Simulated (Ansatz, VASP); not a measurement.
This is a calculation of SiNi3 for Ansatz 0.2.0.

The input input.yaml:

```yaml
crystal:
  lattice:
    - [3.4941292669, 0.0, 0.0]
    - [0.0, 3.4941292669, 0.0]
    - [0.0, 0.0, 3.4941292669]
  atoms:
    - { symbol: Ni, position: [0.5, 0.5, 0.0], spin: 1.0 }
    - { symbol: Ni, position: [0.5, 0.0, 0.5], spin: 1.0 }
    - { symbol: Ni, position: [0.0, 0.5, 0.5], spin: 1.0 }
    - { symbol: Si, position: [0.0, 0.0, 0.0] }
kpoints:
  mp_grid: { grid: [8, 8, 8] }
scf:
  occupations: { method: fermi_dirac, width: 0.05 }
hamiltonian:
  xc: lda
  pseudopotentials: { kind: all_electron, lapw: { basis_error: 0.002 } }
magnetization:
  spin_polarized: true
output:
  forces: true
  stress: true
  eigenvalues: true
```

Potentials or basis: all-electron LAPW, scalar-relativistic.

Launch:

```bash
$ ansatz run input.yaml --threads 4 --pin off --max-ram 12288MiB --backend cpu --events-out ev --progress --plain --runs-dir out
```

Problem. Set up the same calculation for VASP 6.6.1. Potentials there: VASP PAW LDA potentials, release 64 (Ni, Si).

Solution. As run (the cutoff follows the program's own potentials):

File INCAR:

```
SYSTEM = SiNi3
ALGO = Fast ; EDIFF = 1E-6
ENCUT = 520 ; GGA = CA
ISIF = 2 ; ISMEAR = -1
ISPIN = 2 ; LASPH = .TRUE.
LCHARG = .FALSE. ; LMAXMIX = 4
LORBIT = 11 ; LREAL = .FALSE.
LWAVE = .FALSE. ; MAGMOM = 1 1 1 0
NBANDS = 29 ; NELM = 150
PREC = Accurate ; SIGMA = 0.05
```

The input KPOINTS:

```
k-points
0
G
  8 8 8
  0 0 0
```

The input POSCAR:

```
SiNi3
1.0
    3.4941292669      0.0000000000      0.0000000000
    0.0000000000      3.4941292669      0.0000000000
    0.0000000000      0.0000000000      3.4941292669
Ni Si
3 1
Direct
    0.5000000000      0.5000000000      0.0000000000
    0.5000000000      0.0000000000      0.5000000000
    0.0000000000      0.5000000000      0.5000000000
    0.0000000000      0.0000000000      0.0000000000
```

Potentials or basis: VASP PAW LDA potentials, release 64 (Ni, Si).

Run with:

```console
$ cat potpaw_LDA.64/Ni/POTCAR potpaw_LDA.64/Si/POTCAR > POTCAR
$ mpirun -np 1 vasp_std > vasp.out
```

Both were run:

|  | VASP | Ansatz | Ansatz less VASP |
| --- | --- | --- | --- |
| gap on the k mesh at the Fermi level (eV) | none | none | - |
| pressure (GPa) | -12.7 | -13.0 | -0.33 |
| net moment per atom (μB) | 0.00 | 0.00 | 0.000 |

A gap of «none» marks a metal or a gap that the smearing closes. Ansatz ran all-electron here, so the differences hold the error of VASP's frozen core and of both bases.

Caveats: the starting moments weren't kept (Ansatz).
